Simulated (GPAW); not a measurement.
# WC (Qusongite) (P-6m2) in GPAW: a series of runs

One crystal, WC (Qusongite), is run at these levels: PBEsol; tasks: relaxation of cell and atoms.

All numbers are computed with GPAW 26.7.0; they aren't measurements. Logs are shortened: lines on timing, memory, paths and dates and some standing lists are left out, and cuts for length are marked. The log counts tension as positive stress, the text compression.

### 1 The crystal as given

The structure is hexagonal, space group P-6m2 (No. 187). Conventional cell: a = 2.907 Å, b = 2.907 Å, c = 2.837 Å, α = 90.00°, β = 90.00°, γ = 120.00°. Around W (site symmetry -6m2) lie 6 C at 2.20 Å. Around C (site symmetry -6m2) lie 6 W at 2.20 Å.

### 2 Relaxation of cell and atoms, PBEsol, target pressure 10 GPa, at which the enthalpy is minimised

Input file run.py:

```python
from ase import Atoms
from ase.filters import FrechetCellFilter
from ase.io import write
from ase.optimize import BFGS
from ase.units import GPa
from gpaw import GPAW, PW, setup_paths

setup_paths.insert(0, '.')

atoms = Atoms(['W', 'C'],
              cell=[[2.9065, 0.0, 0.0],
                    [-1.45325, 2.5171028361, 0.0],
                    [0.0, 0.0, 2.8366]],
              scaled_positions=[[0.0, 0.0, 0.0],
                                [0.6666666667, 0.3333333333, 0.5]],
              pbc=True)

calc = GPAW(mode=PW(800),
            xc='PBEsol',
            kpts={'size': (8, 8, 7), 'gamma': True},
            occupations={'name': 'fermi-dirac', 'width': 0.05},
            nbands=19,
            convergence={'density': 1e-05, 'forces': 0.0001},
            maxiter=150,
            txt='gpaw.txt')
atoms.calc = calc
opt = BFGS(FrechetCellFilter(atoms, scalar_pressure=10 * GPa), trajectory='relax.traj', logfile='-')
done = opt.run(fmax=0.02, steps=60)
calc.write('gs.gpw')
write('result.traj', atoms)
print('Converged:', done)
print('Cell:', atoms.cell.cellpar().round(4))
print('Volume:', round(atoms.get_volume(), 4))
print(atoms.get_scaled_positions().round(5))
```

Potentials or basis: PAW data sets generated in the run's folder for this functional, pw.

Run with:

```bash
gpaw-setup -f PBEsol C W
OMP_NUM_THREADS=1 python run.py
```

gpaw.txt:

```text
__  _  _
 | _ |_)|_||  |
 |__||  | ||/\| - 26.7.0

Input parameters:
  mode=PW(ecut=800.0),
  convergence={'density': 1e-05, 'forces': 0.0001},
  kpts=MonkhorstPack(size=(8, 8, 7), gamma=True),
  maxiter=150,
  nbands=19,
  occupations=Occupations(name='fermi-dirac', width=0.05),
  xc=XC(name='PBEsol')

Diagonalizing LCAO Hamiltonian
Converting LCAO to pw mode

           C

       W

Atoms  # Å, Bohr magnetons
|   | symbol |        x |        y |        z |    initial magnetic moments |
|---|--------|----------|----------|----------|-----------------------------|
| 0 |      W | 0.000000 | 0.000000 | 0.000000 | ( 0.0000,  0.0000,  0.0000) |
| 1 |      C | 1.453250 | 0.839034 | 1.418300 | ( 0.0000,  0.0000,  0.0000) |

Unit cell  # Å
| periodic |         x |        y |        z |  lengths |     angles |
|----------|-----------|----------|----------|----------|------------|
|      yes |  2.906500 | 0.000000 | 0.000000 | 2.906500 |  90.000000 |
|      yes | -1.453250 | 2.517103 | 0.000000 | 2.906500 |  90.000000 |
|      yes |  0.000000 | 0.000000 | 2.836600 | 2.836600 | 120.000000 |

Number of symmetries: 12
Symmetry operations  # r_c * U_cc + t_c -> r_c
|    | kind |            matrix            |
|----|------|------------------------------|
|  0 |  σ   |  1, 1, 0,  0,-1, 0,  0, 0, 1 |
|  1 |  C2  |  1, 1, 0,  0,-1, 0,  0, 0,-1 |
|  2 |  E   |  1, 0, 0,  0, 1, 0,  0, 0, 1 |
|  3 |  σ   |  1, 0, 0,  0, 1, 0,  0, 0,-1 |
|  4 |  C3  |  0, 1, 0, -1,-1, 0,  0, 0, 1 |
|  5 |  S3  |  0, 1, 0, -1,-1, 0,  0, 0,-1 |
|  6 |  σ   |  0,-1, 0, -1, 0, 0,  0, 0, 1 |
|  7 |  C2  |  0,-1, 0, -1, 0, 0,  0, 0,-1 |
|  8 |  σ   | -1, 0, 0,  1, 1, 0,  0, 0, 1 |
[... 137 lines left out ...]
SCF iterations
|iter     | |      energy | eigst |  dens |force |
|---------|-|-------------|-------|-------|------|
|iter:   1| |  -24.023078 | -0.12 |       |      |
|iter:   2| |  -23.568090 | -2.68 | -0.94 |      |
|iter:   3| |  -22.552207 | -1.72 | -1.00 |      |
|iter:   4| |  -22.556261 | -3.61 | -1.71 |      |
|iter:   5| |  -22.561128c| -3.72 | -1.95 |      |
|iter:   6| |  -22.561103c| -5.61 | -3.05 |      |
|iter:   7| |  -22.561109c| -6.92 | -3.63 |      |
|iter:   8| |  -22.561109c| -8.48c| -4.33 |      |
|iter:   9| |  -22.561109c| -8.44c| -5.00 |      |
|iter:  10| |  -22.561109c| -9.45c| -5.94c|      |
|iter:  11| |  -22.561109c|-10.41c| -6.71c|-16.18c|

Converged in 11 steps
Energy contributions relative to reference atoms: (reference = -439665.733139)

Energy contributions:
  Kinetic:          14.338349
  Coulomb:         -16.227664
  Zero:              0.018836
  External:          0.000000
  Xc:              -20.689719
  Entropy:          -0.001821
  Spinorbit:         0.000000
  ----------------------------
  Free energy:     -22.562020
  Extrapolated:    -22.561109
[... 27 lines left out ...]
No gap
No difference between direct/indirect transitions

Stress tensor  # eV/Ang^3
|        x |        y |        z |
|----------|----------|----------|
| 0.021788 | 0.000000 | 0.000000 |
| 0.000000 | 0.021788 | 0.000000 |
| 0.000000 | 0.000000 | 0.032732 |

Forces  # eV/Ang
|        x |       y |       z |
|----------|---------|---------|
|  0.00000 | 0.00000 | 0.00000 |  # W    0
| -0.00000 | 0.00000 | 0.00000 |  # C    1

Interpolating wave functions to new cell

           C

       W

Atoms  # Å, Bohr magnetons
|   | symbol |        x |        y |        z |    initial magnetic moments |
|---|--------|----------|----------|----------|-----------------------------|
| 0 |      W | 0.000000 | 0.000000 | 0.000000 | ( 0.0000,  0.0000,  0.0000) |
| 1 |      C | 1.444209 | 0.833814 | 1.408333 | ( 0.0000,  0.0000,  0.0000) |

Unit cell  # Å
| periodic |         x |         y |        z |  lengths |     angles |
|----------|-----------|-----------|----------|----------|------------|
|      yes |  2.888418 | -0.000000 | 0.000000 | 2.888418 |  90.000000 |
|      yes | -1.444209 |  2.501443 | 0.000000 | 2.888418 |  90.000000 |
|      yes |  0.000000 |  0.000000 | 2.816667 | 2.816667 | 120.000000 |

Number of symmetries: 12
Symmetry operations  # r_c * U_cc + t_c -> r_c
|    | kind |            matrix            |
|----|------|------------------------------|
|  0 |  σ   |  1, 1, 0,  0,-1, 0,  0, 0, 1 |
|  1 |  C2  |  1, 1, 0,  0,-1, 0,  0, 0,-1 |
|  2 |  E   |  1, 0, 0,  0, 1, 0,  0, 0, 1 |
|  3 |  σ   |  1, 0, 0,  0, 1, 0,  0, 0,-1 |
|  4 |  C3  |  0, 1, 0, -1,-1, 0,  0, 0, 1 |
|  5 |  S3  |  0, 1, 0, -1,-1, 0,  0, 0,-1 |
|  6 |  σ   |  0,-1, 0, -1, 0, 0,  0, 0, 1 |
|  7 |  C2  |  0,-1, 0, -1, 0, 0,  0, 0,-1 |
|  8 |  σ   | -1, 0, 0,  1, 1, 0,  0, 0, 1 |
[... 194 lines left out ...]
Stress tensor  # eV/Ang^3
|         x |         y |         z |
|-----------|-----------|-----------|
| -0.024633 | -0.000000 |  0.000000 |
| -0.000000 | -0.024633 |  0.000000 |
|  0.000000 |  0.000000 | -0.025519 |

Forces  # eV/Ang
|       x |       y |       z |
|---------|---------|---------|
| 0.00000 | 0.00000 | 0.00000 |  # W    0
| 0.00000 | 0.00000 | 0.00000 |  # C    1

Interpolating wave functions to new cell

           C

       W

Atoms  # Å, Bohr magnetons
|   | symbol |        x |         y |        z |    initial magnetic moments |
|---|--------|----------|-----------|----------|-----------------------------|
| 0 |      W | 0.000000 | -0.000000 | 0.000000 | ( 0.0000,  0.0000,  0.0000) |
| 1 |      C | 1.437403 |  0.829885 | 1.401848 | ( 0.0000,  0.0000,  0.0000) |

Unit cell  # Å
| periodic |         x |         y |        z |  lengths |     angles |
|----------|-----------|-----------|----------|----------|------------|
|      yes |  2.874806 |  0.000000 | 0.000000 | 2.874806 |  90.000000 |
|      yes | -1.437403 |  2.489655 | 0.000000 | 2.874806 |  90.000000 |
|      yes | -0.000000 | -0.000000 | 2.803697 | 2.803697 | 120.000000 |

Number of symmetries: 12
Symmetry operations  # r_c * U_cc + t_c -> r_c
|    | kind |            matrix            |
|----|------|------------------------------|
|  0 |  σ   |  1, 1, 0,  0,-1, 0,  0, 0, 1 |
|  1 |  C2  |  1, 1, 0,  0,-1, 0,  0, 0,-1 |
|  2 |  E   |  1, 0, 0,  0, 1, 0,  0, 0, 1 |
|  3 |  σ   |  1, 0, 0,  0, 1, 0,  0, 0,-1 |
|  4 |  C3  |  0, 1, 0, -1,-1, 0,  0, 0, 1 |
|  5 |  S3  |  0, 1, 0, -1,-1, 0,  0, 0,-1 |
|  6 |  σ   |  0,-1, 0, -1, 0, 0,  0, 0, 1 |
|  7 |  C2  |  0,-1, 0, -1, 0, 0,  0, 0,-1 |
|  8 |  σ   | -1, 0, 0,  1, 1, 0,  0, 0, 1 |
[... 194 lines left out ...]
Stress tensor  # eV/Ang^3
|         x |         y |         z |
|-----------|-----------|-----------|
| -0.061467 |  0.000000 |  0.000000 |
|  0.000000 | -0.061467 |  0.000000 |
|  0.000000 |  0.000000 | -0.067986 |

Forces  # eV/Ang
|       x |        y |       z |
|---------|----------|---------|
| 0.00000 | -0.00000 | 0.00000 |  # W    0
| 0.00000 | -0.00000 | 0.00000 |  # C    1

Interpolating wave functions to new cell

           C

       W

Atoms  # Å, Bohr magnetons
|   | symbol |        x |         y |        z |    initial magnetic moments |
|---|--------|----------|-----------|----------|-----------------------------|
| 0 |      W | 0.000000 | -0.000000 | 0.000000 | ( 0.0000,  0.0000,  0.0000) |
| 1 |      C | 1.437371 |  0.829867 | 1.402449 | ( 0.0000,  0.0000,  0.0000) |

Unit cell  # Å
| periodic |         x |        y |         z |  lengths |     angles |
|----------|-----------|----------|-----------|----------|------------|
|      yes |  2.874742 | 0.000000 | -0.000000 | 2.874742 |  90.000000 |
|      yes | -1.437371 | 2.489600 |  0.000000 | 2.874742 |  90.000000 |
|      yes | -0.000000 | 0.000000 |  2.804898 | 2.804898 | 120.000000 |

Number of symmetries: 12
Symmetry operations  # r_c * U_cc + t_c -> r_c
|    | kind |            matrix            |
|----|------|------------------------------|
|  0 |  σ   |  1, 1, 0,  0,-1, 0,  0, 0, 1 |
|  1 |  C2  |  1, 1, 0,  0,-1, 0,  0, 0,-1 |
|  2 |  E   |  1, 0, 0,  0, 1, 0,  0, 0, 1 |
|  3 |  σ   |  1, 0, 0,  0, 1, 0,  0, 0,-1 |
|  4 |  C3  |  0, 1, 0, -1,-1, 0,  0, 0, 1 |
|  5 |  S3  |  0, 1, 0, -1,-1, 0,  0, 0,-1 |
|  6 |  σ   |  0,-1, 0, -1, 0, 0,  0, 0, 1 |
|  7 |  C2  |  0,-1, 0, -1, 0, 0,  0, 0,-1 |
|  8 |  σ   | -1, 0, 0,  1, 1, 0,  0, 0, 1 |
[... 137 lines left out ...]
SCF iterations
|iter     | |      energy | eigst |  dens |force |
|---------|-|-------------|-------|-------|------|
|iter:   1| |  -22.548475 | -4.13 |       |      |
|iter:   2| |  -22.548474 | -7.42c| -3.63 |      |
|iter:   3| |  -22.548471c| -6.78 | -3.67 |      |
|iter:   4| |  -22.548472c| -7.87c| -4.31 |      |
|iter:   5| |  -22.548472c| -8.26c| -4.94 |      |
|iter:   6| |  -22.548472c| -8.70c| -5.36c|      |
|iter:   7| |  -22.548472c| -9.88c| -6.10c|-16.23c|
[... 45 lines left out ...]
Stress tensor  # eV/Ang^3
|         x |         y |         z |
|-----------|-----------|-----------|
| -0.061037 |  0.000000 |  0.000000 |
|  0.000000 | -0.061037 |  0.000000 |
|  0.000000 |  0.000000 | -0.065192 |

Forces  # eV/Ang
|       x |        y |       z |
|---------|----------|---------|
| 0.00000 |  0.00000 | 0.00000 |  # W    0
| 0.00000 | -0.00000 | 0.00000 |  # C    1

Interpolating wave functions to new cell

           C

       W

Atoms  # Å, Bohr magnetons
|   | symbol |        x |         y |        z |    initial magnetic moments |
|---|--------|----------|-----------|----------|-----------------------------|
| 0 |      W | 0.000000 | -0.000000 | 0.000000 | ( 0.0000,  0.0000,  0.0000) |
| 1 |      C | 1.437034 |  0.829672 | 1.403178 | ( 0.0000,  0.0000,  0.0000) |

Unit cell  # Å
| periodic |         x |         y |         z |  lengths |     angles |
|----------|-----------|-----------|-----------|----------|------------|
|      yes |  2.874068 | -0.000000 | -0.000000 | 2.874068 |  90.000000 |
|      yes | -1.437034 |  2.489016 | -0.000000 | 2.874068 |  90.000000 |
|      yes | -0.000000 | -0.000000 |  2.806357 | 2.806357 | 120.000000 |

Number of symmetries: 12
Symmetry operations  # r_c * U_cc + t_c -> r_c
|    | kind |            matrix            |
|----|------|------------------------------|
|  0 |  σ   |  1, 1, 0,  0,-1, 0,  0, 0, 1 |
|  1 |  C2  |  1, 1, 0,  0,-1, 0,  0, 0,-1 |
|  2 |  E   |  1, 0, 0,  0, 1, 0,  0, 0, 1 |
|  3 |  σ   |  1, 0, 0,  0, 1, 0,  0, 0,-1 |
|  4 |  C3  |  0, 1, 0, -1,-1, 0,  0, 0, 1 |
|  5 |  S3  |  0, 1, 0, -1,-1, 0,  0, 0,-1 |
|  6 |  σ   |  0,-1, 0, -1, 0, 0,  0, 0, 1 |
|  7 |  C2  |  0,-1, 0, -1, 0, 0,  0, 0,-1 |
|  8 |  σ   | -1, 0, 0,  1, 1, 0,  0, 0, 1 |
[... 192 lines left out ...]
Stress tensor  # eV/Ang^3
|         x |         y |         z |
|-----------|-----------|-----------|
| -0.061906 |  0.000000 |  0.000000 |
|  0.000000 | -0.061906 |  0.000000 |
|  0.000000 |  0.000000 | -0.062360 |

Forces  # eV/Ang
|       x |       y |       z |
|---------|---------|---------|
| 0.00000 | 0.00000 | 0.00000 |  # W    0
| 0.00000 | 0.00000 | 0.00000 |  # C    1

# Writing to gs.gpw (mode='')
```

Run time: 42 s. Hardware: 1 thread of Arm Neoverse V2, shared host; peak memory 0.23 GiB.

Results:

| Quantity | Value |
| --- | --- |
| Free energy | -22.5494 eV |
| Relaxed volume | 10.04 Å³/atom |
| Relaxed cell | a = 2.874 Å, b = 2.874 Å, c = 2.806 Å, α = 90.00°, β = 90.00°, γ = 120.00° |
| Space group after relaxing (to 0.05 Å) | P-6m2 (No. 187) |
| Energy change on relaxing (the enthalpy is what falls) | +6.3 meV/atom |
| Ionic steps | 5 |
| Pressure after relaxing | 9.9 GPa |
| Band gap on the k mesh | none (metal or under the smearing width) |

The path:
```tsv
step	energy change (eV)	largest force (eV/Å)	pressure (GPa)	volume (Å³)
1	0.0000	0.0000	-4.08	20.75
2	0.0003	0.0000	3.99	20.35
3	0.0132	0.0000	10.20	20.07
4	0.0126	0.0000	10.00	20.07
5	0.0125	0.0000	9.94	20.08
```

Final structure:
```cif
data_structure
_symmetry_space_group_name_H-M 'P 1'
_symmetry_Int_Tables_number 1
_cell_length_a 2.8741
_cell_length_b 2.8741
_cell_length_c 2.8064
_cell_angle_alpha 90.000
_cell_angle_beta 90.000
_cell_angle_gamma 120.000
_cell_volume 20.08
loop_
_atom_site_label
_atom_site_type_symbol
_atom_site_fract_x
_atom_site_fract_y
_atom_site_fract_z
_atom_site_occupancy
W1 W 0.00000 0.00000 0.00000 1
C1 C 0.66667 0.33333 0.50000 1
```

Caveat: later steps reuse the first step's grids.

### 3 Relaxation of cell and atoms, PBEsol, target pressure 20 GPa, at which the enthalpy is minimised

Edit run.py of step 2 so:

```diff
@@ -26,3 +26,3 @@
 atoms.calc = calc
-opt = BFGS(FrechetCellFilter(atoms, scalar_pressure=10 * GPa), trajectory='relax.traj', logfile='-')
+opt = BFGS(FrechetCellFilter(atoms, scalar_pressure=20 * GPa), trajectory='relax.traj', logfile='-')
 done = opt.run(fmax=0.02, steps=60)
```

Potentials or basis: PAW data sets generated in the run's folder for this functional, pw.

Run with:

```bash
gpaw-setup -f PBEsol C W
OMP_NUM_THREADS=1 python run.py
```

gpaw.txt:

```text
__  _  _
 | _ |_)|_||  |
 |__||  | ||/\| - 26.7.0

Input parameters:
  mode=PW(ecut=800.0),
  convergence={'density': 1e-05, 'forces': 0.0001},
  kpts=MonkhorstPack(size=(8, 8, 7), gamma=True),
  maxiter=150,
  nbands=19,
  occupations=Occupations(name='fermi-dirac', width=0.05),
  xc=XC(name='PBEsol')

Diagonalizing LCAO Hamiltonian
Converting LCAO to pw mode

           C

       W

Atoms  # Å, Bohr magnetons
|   | symbol |        x |        y |        z |    initial magnetic moments |
|---|--------|----------|----------|----------|-----------------------------|
| 0 |      W | 0.000000 | 0.000000 | 0.000000 | ( 0.0000,  0.0000,  0.0000) |
| 1 |      C | 1.453250 | 0.839034 | 1.418300 | ( 0.0000,  0.0000,  0.0000) |

[... 947 lines left out ...]

           C

       W

Atoms  # Å, Bohr magnetons
|   | symbol |         x |         y |        z |    initial magnetic moments |
|---|--------|-----------|-----------|----------|-----------------------------|
| 0 |      W | -0.000000 | -0.000000 | 0.000000 | ( 0.0000,  0.0000,  0.0000) |
| 1 |      C |  1.426182 |  0.823407 | 1.394872 | ( 0.0000,  0.0000,  0.0000) |

Unit cell  # Å
| periodic |         x |         y |         z |  lengths |     angles |
|----------|-----------|-----------|-----------|----------|------------|
|      yes |  2.852365 |  0.000000 |  0.000000 | 2.852365 |  90.000000 |
|      yes | -1.426182 |  2.470220 | -0.000000 | 2.852365 |  90.000000 |
|      yes |  0.000000 | -0.000000 |  2.789743 | 2.789743 | 120.000000 |

Number of symmetries: 12
Symmetry operations  # r_c * U_cc + t_c -> r_c
|    | kind |            matrix            |
|----|------|------------------------------|
|  0 |  σ   |  1, 1, 0,  0,-1, 0,  0, 0, 1 |
|  1 |  C2  |  1, 1, 0,  0,-1, 0,  0, 0,-1 |
|  2 |  E   |  1, 0, 0,  0, 1, 0,  0, 0, 1 |
|  3 |  σ   |  1, 0, 0,  0, 1, 0,  0, 0,-1 |
|  4 |  C3  |  0, 1, 0, -1,-1, 0,  0, 0, 1 |
|  5 |  S3  |  0, 1, 0, -1,-1, 0,  0, 0,-1 |
|  6 |  σ   |  0,-1, 0, -1, 0, 0,  0, 0, 1 |
|  7 |  C2  |  0,-1, 0, -1, 0, 0,  0, 0,-1 |
|  8 |  σ   | -1, 0, 0,  1, 1, 0,  0, 0, 1 |
[... 193 lines left out ...]
Stress tensor  # eV/Ang^3
|         x |         y |         z |
|-----------|-----------|-----------|
| -0.123428 |  0.000000 |  0.000000 |
|  0.000000 | -0.123428 | -0.000000 |
|  0.000000 | -0.000000 | -0.124995 |

Forces  # eV/Ang
|        x |        y |       z |
|----------|----------|---------|
|  0.00000 | -0.00000 | 0.00000 |  # W    0
| -0.00000 |  0.00000 | 0.00000 |  # C    1

# Writing to gs.gpw (mode='')
```

stdout:

```text
Step          Energy          fmax
BFGS:    0      -19.971487        1.634903
BFGS:    1      -20.043619        0.642297
BFGS:    2      -20.056066        0.119636
BFGS:    3      -20.056240        0.054999
BFGS:    4      -20.056329        0.013781
Converged: True
Cell: [  2.8524   2.8524   2.7897  90.      90.     120.    ]
Volume: 19.6564
[[0.      0.      0.     ]
 [0.66667 0.33333 0.5    ]]
```

It took 46 s on 1 thread of Arm Neoverse V2, shared host; peak memory 0.21 GiB.

What came out:

* Free energy: -22.5100 eV
* Relaxed volume: 9.83 Å³/atom
* Relaxed cell: a = 2.852 Å, b = 2.852 Å, c = 2.790 Å, α = 90.00°, β = 90.00°, γ = 120.00°
* Space group after relaxing (to 0.05 Å): P-6m2 (No. 187)
* Energy change on relaxing (the enthalpy is what falls): +25.9 meV/atom
* Ionic steps: 5
* Pressure after relaxing: 19.9 GPa
* Band gap on the k mesh: none (metal or under the smearing width)

The path:
| step | energy change (eV) | largest force (eV/Å) | pressure (GPa) | volume (Å³) |
| --- | --- | --- | --- | --- |
| 1 | 0.0000 | 0.0000 | -4.08 | 20.75 |
| 2 | 0.0129 | 0.0000 | 10.12 | 20.07 |
| 3 | 0.0551 | 0.0000 | 20.56 | 19.63 |
| 4 | 0.0524 | 0.0000 | 20.02 | 19.65 |
| 5 | 0.0518 | 0.0000 | 19.86 | 19.66 |

Final structure:
```
W C
1.0
     2.85236    0.00000    0.00000
    -1.42618    2.47022    0.00000
     0.00000    0.00000    2.78974
W C
1 1
Cartesian
  0.0000 0.0000 0.0000
  1.4262 0.8234 1.3949
```

Levels at points of the mesh, in eV from the Fermi level:
```tsv
k point	band 5	band 6	band 7	band 8	band 9	band 10	band 11	band 12	band 13	band 14
(0.00, 0.00, 0.00)	-14.99	-4.81	-3.71	-3.71	-0.07	3.30	3.30	5.78	5.78	6.64
(0.50, 0.50, 0.00)	-11.45	-7.44	-4.05	-4.01	-0.63	2.32	4.72	5.13	7.03	9.97
```

Caveat: later steps reuse the first step's grids. The run has no spin-orbit coupling, so splittings on W are missing.
